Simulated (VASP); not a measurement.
# Mg (I4/mmm) in VASP: notebook

The runs below take Mg through relaxation of cell and atoms, with revPBE, BLYP.

Everything below comes from runs of VASP 6.6.1. Logs are shortened: lines on timing, memory, paths and dates and some standing lists are left out, and cuts for length are marked.

## 1. The structure

It takes space group I4/mmm (No. 139, tetragonal). The conventional cell has a = 3.672 Å, b = 3.672 Å, c = 3.359 Å, α = 90.00°, β = 90.00°, γ = 90.00°. Mg (site symmetry 4/mmm) has 10 Mg at 3.09 to 3.36 Å as nearest neighbours.

This isn't the form of Mg at room conditions, which is hcp.

## 2. Relaxation of cell and atoms, revPBE

Contents of INCAR:

```
PREC = Accurate
ENCUT = 600
EDIFF = 1E-6
ISMEAR = -1
SIGMA = 0.05
LREAL = False
LASPH = True
NELM = 80
ALGO = Normal
ISIF = 3
LWAVE = False
LCHARG = False
GGA = RE
IBRION = 2
NSW = 60
EDIFFG = -0.01
```

Contents of KPOINTS:

```
Automatic mesh
0
Gamma
  11 11 11
```

Contents of POSCAR:

```
Mg
1.0
   -1.8359916300      1.8359916300      1.6794040200
    1.8359916300     -1.8359916300      1.6794040200
    1.8359916300      1.8359916300     -1.6794040200
Mg
1
Direct
    0.0000000000      0.0000000000      0.0000000000
```

Potentials or basis: VASP PAW PBE potentials, release 64 (Mg).

The run is started by

```bash
> cat potpaw_PBE.64/Mg/POTCAR > POTCAR
> mpirun -np 1 vasp_std > vasp.out
```

OUTCAR:

```text
PREC = Accurate
   ENCUT = 600
   EDIFF = 1E-6
   ISMEAR = -1
   LREAL = False
   LASPH = True
   NELM = 80
   ISIF = 3
   GGA = RE
   IBRION = 2
   NSW = 60
   EDIFFG = -0.01

 ion  position               nearest neighbor table
   1  0.000  0.000  0.000-

  LATTYP: Found a body centered tetragonal cell.
 ALAT       =     3.6719832600
 C/A-ratio  =     0.9147122419

  Lattice vectors:

 A1 = (  -1.8359916300,   1.8359916300,   1.6794040200)
 A2 = (   1.8359916300,  -1.8359916300,   1.6794040200)
 A3 = (   1.8359916300,   1.8359916300,  -1.6794040200)

Analysis of symmetry for initial positions (statically):
=====================================================================
 Subroutine PRICEL returns:
 Original cell was already a primitive cell.

 Routine SETGRP: Setting up the symmetry group for a
 body centered tetragonal supercell.

 Subroutine GETGRP returns: Found 16 space group operations
 (whereof 16 operations were pure point group operations)
 out of a pool of 16 trial point group operations.

The static configuration has the point symmetry D_4h.

Analysis of symmetry for dynamics (positions and initial velocities):
=====================================================================
 Subroutine PRICEL returns:
 Original cell was already a primitive cell.

 Routine SETGRP: Setting up the symmetry group for a
 body centered tetragonal supercell.

 Subroutine GETGRP returns: Found 16 space group operations
 (whereof 16 operations were pure point group operations)
 out of a pool of 16 trial point group operations.

The dynamic configuration has the point symmetry D_4h.

 Subroutine INISYM returns: Found 16 space group operations
 (whereof 16 operations are pure point group operations),
 and found     1 'primitive' translations

----------------------------------------------------------------------------------------

                                     Primitive cell

  volume of cell :      22.6442

  direct lattice vectors                    reciprocal lattice vectors
    -1.835991630  1.835991630  1.679404020     0.000000000  0.272332396  0.297724665
     1.835991630 -1.835991630  1.679404020     0.272332396  0.000000000  0.297724665
     1.835991630  1.835991630 -1.679404020     0.272332396  0.272332396  0.000000000

  length of vectors
     3.092269133  3.092269133  3.092269133     0.403490905  0.403490905  0.385136168

  position of ions in fractional coordinates (direct lattice)
     0.000000000  0.000000000  0.000000000

  ion indices of the primitive-cell ions
   primitive index   ion index
                 1           1

----------------------------------------------------------------------------------------

 KPOINTS: Automatic mesh

Automatic generation of k-mesh.
 Grid dimensions read from file:
 generate k-points for:   11   11   11

 Generating k-lattice:

  Cartesian coordinates                     Fractional coordinates (reciprocal lattice)
     0.000000000  0.024757491  0.027065879     0.090909091  0.000000000  0.000000000
     0.024757491  0.000000000  0.027065879     0.000000000  0.090909091  0.000000000
     0.024757491  0.024757491  0.000000000     0.000000000  0.000000000  0.090909091

  Length of vectors
     0.036680991  0.036680991  0.035012379

  Shift w.r.t. Gamma in fractional coordinates (k-lattice)
     0.000000000  0.000000000  0.000000000

 Subroutine IBZKPT returns following result:
 ===========================================

 Found    126 irreducible k-points:

 Following reciprocal coordinates:
            Coordinates               Weight
  0.000000  0.000000  0.000000      1.000000
  0.090909 -0.000000  0.000000      8.000000
  0.181818  0.000000 -0.000000      8.000000
  0.272727  0.000000  0.000000      8.000000
  0.363636 -0.000000  0.000000      8.000000
  0.454545  0.000000 -0.000000      8.000000
[... 16 lines left out ...]
 -0.272727  0.181818 -0.000000     16.000000
 -0.181818  0.181818  0.000000      4.000000
 [... further k-points ...]
   k-points           NKPTS =    126   k-points in BZ     NKDIM =    126   number of bands    NBANDS=      5
   number of dos      NEDOS =    301   number of ions     NIONS =      1
   total plane-waves  NPLWV =  21952
   dimension x,y,z NGX =    28 NGY =   28 NGZ =   28
   dimension x,y,z NGXF=    56 NGYF=   56 NGZF=   56
   ions per type =               1
   NGX,Y,Z   is equivalent  to a cutoff of  15.05, 15.05, 15.05 a.u.
   NGXF,Y,Z  is equivalent  to a cutoff of  30.11, 30.11, 30.11 a.u.
 SYSTEM =  unknown system
   PREC   = accura    normal or accurate (medium, high low for compatibility)
   ISTART =      0    job   : 0-new  1-cont  2-samecut
   ICHARG =      2    charge: 1-file 2-atom 10-const
   ISPIN  =      1    spin polarized calculation?
   LNONCOLLINEAR =      F non collinear calculations
   LSORBIT =      F    spin-orbit coupling
   LASPH  =      T    aspherical Exc in radial PAW
   ENCUT  =  600.0 eV  44.10 Ry    6.64 a.u.   6.18  6.18  6.18*2*pi/ulx,y,z
   NELM   =     80;   NELMIN=  2; NELMDL= -5     # of ELM steps
   EDIFF  = 0.1E-05   stopping-criterion for ELM
   LREAL  =      F    real-space projection
   EDIFFG = -.1E-01   stopping-criterion for IOM
   NSW    =     60    number of steps for IOM
   IBRION =      2    ionic relax: 0-MD 1-quasi-New 2-CG
   NFREE  =      1    steps in history (QN), initial steepest desc. (CG)
   ISIF   =      3    stress and relaxation
   ISYM   =      2    0-nonsym 1-usesym 2-fastsym
   POTIM  = 0.5000    time-step for ionic-motion
   TEBEG  =    0.0;   TEEND  =   0.0 temperature during run
   PSTRESS=    0.0 pullay stress
   NELECT =       2.0000    total number of electrons
   NUPDOWN=      -1.0000    fix difference up-down
   EMIN   =  10.00;   EMAX   =-10.00  energy-range for DOS
   EFERMI =   0.00;   METHOD = LEGACY
   ISMEAR =    -1;   SIGMA  =   0.05  broadening in eV -4-tet -1-fermi 0-gaus
   EFERMI_NEDOS =   21; number of points for ismear=-14 and -15
   IALGO  =     38    algorithm
   IMIX   =      4    mixing-type and parameters
     AMIX     =   0.40;   BMIX     =  1.00
     AMIX_MAG =   1.60;   BMIX_MAG =  1.00
  volume/ion in A,a.u.               =      22.64       152.81
  Fermi-wavevector in a.u.,A,eV,Ry     =   0.729065  1.377732  7.231974  0.531535
  Thomas-Fermi vector in A             =   1.820694
   LORBIT       =      0    0 simple, 1 ext, 2 COOP (PROOUT), +10 PAW based schemes
   GGA     = RE    functional components
   LHFCALC =     F    Hartree Fock is set to
   AEXX    =    0.0000 exact exchange contribution
   IVDW    =     0    specifies the selected vdW correction
   LEPSILON=     F    determine dielectric tensor
   LRPA    =     F    only Hartree local field effects (RPA)
 conjugate gradient relaxation of ions
 non-spin polarized calculation
  energy-cutoff  :      600.00
  volume of cell :       22.64
 maximum number of plane-waves:       782
 NGX is ok and might be reduce to    28
   NGX = 13   NGY = 13   NGZ = 13

--------------------------------------- Ionic step        1  -------------------------------------------

 number of electron       2.0000000 magnetization

 Free energy of the ion-electron system (eV)
  ---------------------------------------------------
  ext. energy  EPLUGINS =         0.00000000
  ---------------------------------------------------
  free energy    TOTEN  =        -1.33112376 eV

  energy without entropy =       -1.32756691  energy(sigma->0) =       -1.32934534

------------------------ aborting loop because EDIFF is reached ----------------------------------------

  FORCE on cell =-STRESS in cart. coord.  units (eV):
  Direction    XX          YY          ZZ          XY          YZ          ZX
  --------------------------------------------------------------------------------------
  -------------------------------------------------------------------------------------
  Total        0.1687015      0.1687015      0.2396375      0.0000000      0.0000000      0.0000000
  in kB       11.9363895     11.9363895     16.9554285      0.0000000      0.0000000      0.0000000
  external PRESSURE =      13.6094025 kB  Pullay stress =       0.0000000 kB
[... 86 lines left out ...]
  FREE ENERGIE OF THE ION-ELECTRON SYSTEM (eV)
  ---------------------------------------------------
  free  energy   TOTEN  =        -1.3347467925 eV

  energy  without entropy=       -1.3313227065  energy(sigma->0) =       -1.33303475

[... ionic steps 4 to 10 ...]

--------------------------------------- Ionic step       11  -------------------------------------------

 number of electron       2.0000000 magnetization

------------------------ aborting loop because EDIFF is reached ----------------------------------------

  FORCE on cell =-STRESS in cart. coord.  units (eV):
  Direction    XX          YY          ZZ          XY          YZ          ZX
  --------------------------------------------------------------------------------------
  -------------------------------------------------------------------------------------
  Total        0.0115562      0.0115562      0.0117235     -0.0000000     -0.0000000      0.0000000
  in kB        0.7952365      0.7952365      0.8067553     -0.0000000     -0.0000000      0.0000000
  external PRESSURE =       0.7990761 kB  Pullay stress =       0.0000000 kB
[... 55 lines left out ...]
  energy  without entropy=       -1.3343924631  energy(sigma->0) =       -1.33569829

--------------------------------------- Ionic step       13  -------------------------------------------

 number of electron       2.0000000 magnetization

 Free energy of the ion-electron system (eV)
  ---------------------------------------------------
  ext. energy  EPLUGINS =         0.00000000
  ---------------------------------------------------
  free energy    TOTEN  =        -1.33732342 eV

  energy without entropy =       -1.33474840  energy(sigma->0) =       -1.33603591

 E-fermi :   2.6524     XC(G=0):  -8.3641

 val. band max:        2.6190753198   @ k =   0.3636   0.3636   0.0909
 cond. band min:       2.7361239221   @ k =  -0.0909   0.4545   0.0909
 fundamental gap:      0.1170486023
 Fermi energy:         2.6524100059

 k-point     1 :       0.0000    0.0000    0.0000
  band No.  band energies     occupation
      1      -4.2202      2.00000
      2      15.5864      0.00000
      3      15.5864      0.00000
      4      15.6028      0.00000
      5      17.5682      0.00000

 k-point     2 :       0.0909   -0.0000    0.0000
  band No.  band energies     occupation
      1      -4.0280      2.00000
      2      13.5620      0.00000
      3      14.7252      0.00000
      4      14.7912      0.00000
      5      16.1389      0.00000
[... 169 lines left out ...]
 k-point    24 :      -0.1818    0.1818    0.0000
  band No.  band energies     occupation
      1      -3.4529      2.00000
      2      10.4648      0.00000
      3      13.4147      0.00000
      4      13.6840      0.00000
      5      14.7954      0.00000

 [... further k-points ...]
[... 5 lines left out ...]
  --------------------------------------------------------------------------------------
  -------------------------------------------------------------------------------------
  Total        0.0010245      0.0010245     -0.0005064      0.0000000      0.0000000      0.0000000
  in kB        0.0703484      0.0703484     -0.0347705      0.0000000      0.0000000      0.0000000
  external PRESSURE =       0.0353088 kB  Pullay stress =       0.0000000 kB
[... 16 lines left out ...]
  FREE ENERGIE OF THE ION-ELECTRON SYSTEM (eV)
  ---------------------------------------------------
  free  energy   TOTEN  =        -1.3373234158 eV

  energy  without entropy=       -1.3347483964  energy(sigma->0) =       -1.33603591

 reached required accuracy - stopping structural energy minimisation
```

Run time: 45 s. Hardware: 1 thread of Intel Xeon 6975P-C (Granite Rapids), shared host; peak memory 0.17 GiB.

What came out:

```
Free energy                            : -1.3373 eV
Relaxed volume                         : 23.33 Å³/atom
Relaxed cell                           : a = 3.118 Å, b = 3.118 Å, c = 3.118 Å, α = 109.49°, β = 109.49°, γ = 109.43°
Space group after relaxing (to 0.05 Å) : Im-3m (No. 229)
Energy gained by relaxing              : 6.2 meV/atom
Ionic steps                            : 13
Pressure after relaxing                : 0.0 GPa
Band gap on the k mesh                 : none (metal or under the smearing width)
```

The path:
```tsv
step	energy change (eV)	largest force (eV/Å)	pressure (GPa)	volume (Å³)
1	0.0000	0.0000	1.36	22.64
2	-0.0034	0.0000	0.31	23.28
3	-0.0036	0.0000	-0.05	23.51
4	-0.0036	0.0000	-0.02	23.50
5	-0.0037	0.0000	-0.03	23.49
6	-0.0040	0.0000	-0.04	23.48
7	-0.0047	0.0000	-0.05	23.45
8	-0.0057	0.0000	-0.02	23.37
9	-0.0057	0.0000	0.25	23.18
10	-0.0062	0.0000	0.06	23.29
11	-0.0062	0.0000	0.08	23.28
12	-0.0059	0.0000	-0.37	23.59
13	-0.0062	0.0000	0.00	23.33
```

Final structure:
```
Mg
1.0
    -1.79962    1.79962    1.80113
     1.79962   -1.79962    1.80113
     1.79962    1.79962   -1.80113
Mg
1
Direct
  0.00000 0.00000 0.00000
```

Levels at points of the mesh, in eV from the Fermi level:
```csv
k point,band 1,band 2,band 3,band 4,band 5
"(0.00, 0.00, 0.00)",-6.87,12.93,12.93,12.95,14.92
```

Caveat: the PAW data sets were made with another functional, which shifts forces and pressure a little.

## 3. Relaxation of cell and atoms, BLYP

Edit INCAR of step 2 so:

```diff
@@ -12,3 +12,7 @@
 LCHARG = False
-GGA = RE
+GGA = B5
+ALDAX = 1.0
+AGGAX = 1.0
+AGGAC = 1.0
+ALDAC = 0.0
 IBRION = 2
```

KPOINTS is that of step 2.

POSCAR is that of step 2.

Potentials or basis: VASP PAW PBE potentials, release 64 (Mg).

The run is started by

```bash
> cat potpaw_PBE.64/Mg/POTCAR > POTCAR
> mpirun -np 1 vasp_std > vasp.out
```

OUTCAR:

```text
PREC = Accurate
   ENCUT = 600
   EDIFF = 1E-6
   ISMEAR = -1
   LREAL = False
   LASPH = True
   NELM = 80
   ISIF = 3
   GGA = B5
   IBRION = 2
   NSW = 60
   EDIFFG = -0.01

 ion  position               nearest neighbor table
   1  0.000  0.000  0.000-

  LATTYP: Found a body centered tetragonal cell.
 ALAT       =     3.6719832600
 C/A-ratio  =     0.9147122419

  Lattice vectors:

 A1 = (  -1.8359916300,   1.8359916300,   1.6794040200)
 A2 = (   1.8359916300,  -1.8359916300,   1.6794040200)
 A3 = (   1.8359916300,   1.8359916300,  -1.6794040200)

Analysis of symmetry for initial positions (statically):
=====================================================================
 Subroutine PRICEL returns:
[... 352 lines left out ...]
  ext. energy  EPLUGINS =         0.00000000
  ---------------------------------------------------
  free energy    TOTEN  =        -0.72274382 eV

  energy without entropy =       -0.72125186  energy(sigma->0) =       -0.72199784

 E-fermi :   2.9119     XC(G=0):  -7.9513

 val. band max:        2.7856331813   @ k =  -0.4545   0.4545   0.1818
 cond. band min:       2.9346719108   @ k =  -0.4545   0.4545   0.3636
 fundamental gap:      0.1490387294
 Fermi energy:         2.9119412375

 k-point     1 :       0.0000    0.0000    0.0000
  band No.  band energies     occupation
      1      -3.8736      2.00000
      2      13.7957      0.00000
      3      15.8224      0.00000
      4      16.0800      0.00000
      5      16.9824      0.00000
[... 177 lines left out ...]
 k-point    24 :      -0.1818    0.1818    0.0000
  band No.  band energies     occupation
      1      -3.1886      2.00000
      2       9.2235      0.00000
      3      15.3259      0.00000
      4      15.3455      0.00000
      5      15.3917      0.00000

 [... further k-points ...]
[... 5 lines left out ...]
  --------------------------------------------------------------------------------------
  -------------------------------------------------------------------------------------
  Total       -0.0073349     -0.0073349      0.0032524      0.0000000      0.0000000      0.0000000
  in kB       -0.4962507     -0.4962507      0.2200464      0.0000000      0.0000000      0.0000000
  external PRESSURE =      -0.2574850 kB  Pullay stress =       0.0000000 kB
[... 16 lines left out ...]
  FREE ENERGIE OF THE ION-ELECTRON SYSTEM (eV)
  ---------------------------------------------------
  free  energy   TOTEN  =        -0.7227438199 eV

  energy  without entropy=       -0.7212518610  energy(sigma->0) =       -0.72199784

 reached required accuracy - stopping structural energy minimisation
```

OSZICAR:

```text
N       E                     dE             d eps       ncg     rms          rms(c)
DAV:   1     0.321108398696E+00    0.32111E+00   -0.83162E+02  1325   0.311E+02
DAV:   2    -0.700192038623E+00   -0.10213E+01   -0.94431E+00  1575   0.171E+01
DAV:   3    -0.706036252841E+00   -0.58442E-02   -0.58391E-02  1705   0.157E+00
[... 54 lines left out ...]
   9 F= -.72265051E+00 E0= -.72190023E+00  d E =0.325802E-04
       N       E                     dE             d eps       ncg     rms          rms(c)
DAV:   1    -0.722742217104E+00   -0.91505E-04   -0.74966E-04  1610   0.149E-01    0.877E-03
DAV:   2    -0.722743411565E+00   -0.11945E-05   -0.41398E-06  1430   0.149E-02    0.593E-03
DAV:   3    -0.722743819858E+00   -0.40829E-06   -0.33650E-06  1570   0.133E-02
  10 F= -.72274382E+00 E0= -.72199784E+00  d E =-.607331E-04
```

Wall time 67 s (1 thread of Intel Xeon 6975P-C (Granite Rapids), shared host); peak memory 0.18 GiB.

Results:

```
Free energy                            : -0.7227 eV
Relaxed volume                         : 23.68 Å³/atom
Relaxed cell                           : a = 3.149 Å, b = 3.149 Å, c = 3.149 Å, α = 105.58°, β = 105.58°, γ = 117.58°
Space group after relaxing (to 0.05 Å) : I4/mmm (No. 139)
Energy gained by relaxing              : 9.2 meV/atom
Ionic steps                            : 10
Pressure after relaxing                : 0.0 GPa
Band gap on the k mesh                 : none (metal or under the smearing width)
```

Step by step:
```csv
step,energy change (eV),largest force (eV/Å),pressure (GPa),volume (Å³)
1,0.0000,0.0000,1.25,22.64
2,-0.0032,0.0000,0.40,23.23
3,-0.0037,0.0000,-0.04,23.56
4,-0.0042,0.0000,-0.06,23.59
5,-0.0063,0.0000,-0.12,23.67
6,-0.0091,0.0000,-0.17,23.81
7,-0.0091,0.0000,-0.17,23.78
8,-0.0091,0.0000,-0.17,23.79
9,-0.0091,0.0000,0.17,23.54
10,-0.0092,0.0000,-0.03,23.68
```

Final structure:
```yaml
crystal:
  lattice:
    - [-1.90463, 1.90463, 1.63200]
    - [1.90463, -1.90463, 1.63200]
    - [1.90463, 1.90463, -1.63200]
  atoms:
    - { symbol: Mg, position: [0.00000, 0.00000, 0.00000] }
```

Caveat: the PAW data sets were made with another functional, which shifts forces and pressure a little.

## 4. For comparison

An earlier run on the cell as given: functional PBE; potentials or basis VASP PAW PBE potentials, release 64 (Mg); cutoff 520 eV; k mesh 11 × 11 × 11; occupations fermi-dirac, width 0.05 eV; no spin polarisation.

* Pressure: 0.4 GPa
* Band gap on the k mesh: none (metal or under the smearing width)

## 5. The runs side by side

| task | level | cell | cutoff (eV) | gap on the mesh (eV) | pressure (GPa) | relaxed volume (Å³/atom) |
| --- | --- | --- | --- | --- | --- | --- |
| relaxation of cell and atoms | revPBE | relaxed | 600 | none | 0.0 | 23.33 |
| relaxation of cell and atoms | BLYP | relaxed | 600 | none | 0.0 | 23.68 |
| single point | PBE | as given | 520 | none | 0.4 | - |

Alike in all rows: potentials or basis VASP PAW PBE potentials, release 64 (Mg); no spin polarisation; k mesh 11 × 11 × 11; smearing fermi-dirac 0.05 eV.

Caveats: the PAW data sets were made with another functional, which shifts forces and pressure a little (some runs).

Total energies depend on the potentials used, so only differences within one code and one set of settings carry meaning.
